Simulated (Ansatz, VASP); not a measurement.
## BiS: VASP beside Ansatz

The input INCAR:

```
SYSTEM = BiS
ALGO = Normal
EDIFF = 1E-6
ENCUT = 520
GGA = PE
ISIF = 2
ISMEAR = 0
LASPH = .TRUE.
LCHARG = .TRUE.
LELF = .TRUE.
LREAL = .FALSE.
LVHAR = .TRUE.
LWAVE = .FALSE.
NBANDS = 18
NELM = 100
PREC = Accurate
SIGMA = 0.011
```

Contents of KPOINTS:

```
k-points
0
G
  8 8 8
  0 0 0
```

The input POSCAR:

```
BiS
1.0
    2.1092708700      1.2177881000      3.5004874800
   -2.1092708700      1.2177881000      3.5004874800
    0.0000000000     -2.4355762100      3.5004874800
Bi S
1 1
Direct
    0.0000000000      0.0000000000      0.0000000000
    0.5000000000      0.5000000000      0.5000000000
```

input.yaml

```yaml
crystal:
  lattice:
    - [2.10927087, 1.2177881, 3.50048748]
    - [-2.10927087, 1.2177881, 3.50048748]
    - [0.0, -2.43557621, 3.50048748]
  atoms:
    - { symbol: Bi, position: [0.0, 0.0, 0.0] }
    - { symbol: S, position: [0.5, 0.5, 0.5] }
hamiltonian:
  xc: pbe
  pseudopotentials: { kind: paw }
kpoints:
  mp_grid: { grid: [8, 8, 8] }
scf:
  occupations: { method: gaussian, width: 0.011 }
output:
  forces: true
  stress: true
  eigenvalues: true
  write_density: true
  write_potential: true
  elf: true
  volumetric_format: npy
```

The cell was built by a generator and needn't be a form met in nature.

Alike in both runs: task single point; functional PBE; k mesh 8 × 8 × 8; occupations gaussian, width 0.011 eV; no spin polarisation.

```csv
,VASP,Ansatz
version,VASP 6.6.1,Ansatz 0.2.0
potentials or method,"VASP PAW PBE potentials, release 64 (Bi_d, S)",Ansatz PAW
plane-wave cutoff (eV),520,420
valence electrons in the cell,21,21
```

|  | VASP | Ansatz | Ansatz less VASP |
| --- | --- | --- | --- |
| gap on the k mesh at the Fermi level (eV) | none | none | - |
| pressure (GPa) | -1.4 | -1.4 | +0.06 |
| largest component of the traceless stress (GPa) | 0.52 | 0.53 | +0.009 |

A gap of «none» marks a metal or a gap that the smearing closes. The functional is the same, so the differences come from potentials, cutoffs and numerics.

Caveats: spin-orbit coupling is left out, which moves the levels of the heavy elements.
